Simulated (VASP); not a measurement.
A run of VASP 6.6.1 is set up as follows.

File INCAR:

```
PREC = Accurate
ENCUT = 520
EDIFF = 1E-6
ISMEAR = -1
SIGMA = 0.02
LREAL = F
LASPH = T
NELM = 100
ALGO = Normal
ISIF = 2
LWAVE = F
LCHARG = F
GGA = PE
NBANDS = 9
```

KPOINTS

```
Automatic mesh
0
Gamma
  10 10 10
```

The input POSCAR:

```
LiH
1.0
    0.0000000000      2.0029948411      2.1081520703
    2.0029948411      0.0000000000      2.1081520703
    2.0029948411      2.0029948411      0.0000000000
Li H
1 1
Direct
    0.0000000000      0.0000000000      0.0000000000
    0.5000000000      0.5000000000      0.5000000000
```

Potentials or basis: VASP PAW PBE potentials, release 64 (Li_sv, H).

The run is started by

```sh
$ cat potpaw_PBE.64/Li_sv/POTCAR potpaw_PBE.64/H/POTCAR > POTCAR
$ mpirun -np 1 vasp_std > vasp.out
```

Q: What does it give for the band gap on the k mesh?

A: 2.46 eV, indirect (least direct gap 2.86 eV).

 A k mesh can miss the band edges.
